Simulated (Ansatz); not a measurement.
AlGa₃N₄: moving Ga off its site

AlGa₃N₄, Pm, a = 5.139 Å, b = 3.163 Å, c = 5.477 Å, β = 90.0°. The structure is a Materials Project entry; whether it is the stable form wasn't checked. Ansatz: r2SCAN, PAW, 500 eV, Γ-centred 6×8×4 mesh on 8 atoms, Gaussian smearing 0.05 eV; no spin polarisation.

```
Al Ga N
1.0
     5.13892    0.00000    0.00002
     0.00000    3.16341    0.00000
    -0.00369    0.00000    5.47699
Al Ga N
1 3 4
Direct
  0.00058 0.50000 0.66730
  0.49917 0.50000 0.33506
  0.49925 0.00000 0.83146
  0.99986 0.00000 0.16619
  0.11941 0.50000 0.34060
  0.11733 0.00000 0.82593
  0.62024 0.00000 0.16619
  0.63175 0.50000 0.66727
```

Atom 4 (Ga) moves by x along the unit vector (0.707, -0.707, 0.000), with its periodic images; all else is held. y is the free energy of the cell over the start, F the force along the path summed over the moved atoms.

| x (Å) | y (meV) | F (eV/Å) |
| --- | --- | --- |
| -0.4500 | ? | ? |
| -0.3375 | 902.9 | 5.34 |
| -0.2250 | 402.5 | 3.56 |
| -0.1125 | 101.3 | 1.79 |
| 0.0000 | 0.0 | 0.00 |
| 0.1125 | 103.7 | -1.86 |
| 0.2250 | 424.4 | -3.87 |
| 0.3375 | 982.9 | -6.11 |
| 0.3938 | 1361.1 | -7.34 |
| 0.4500 | 1810.4 | -8.66 |

**Question.** Fit y = c2 x² + c3 x³ + c4 x⁴ to the energies of the other rows, give the force constant, and predict energy and force of the missing row.

**Answer.** Least squares on the rows shown. y = 8043.3 x² + 1040.4 x³ + 2104.8 x⁴. The force constant is 2 c2 = 16.1 eV/Å² (for all images moving together, not for a lone atom). The force −dy/dx at the missing row is 7.37 eV/Å (computed 7.11). At x = -0.4500 the fit asked for gives 1620.3 meV. The run gave 1603.2 meV, so the fit is 17.1 meV too high, a small miss on the scale of the series.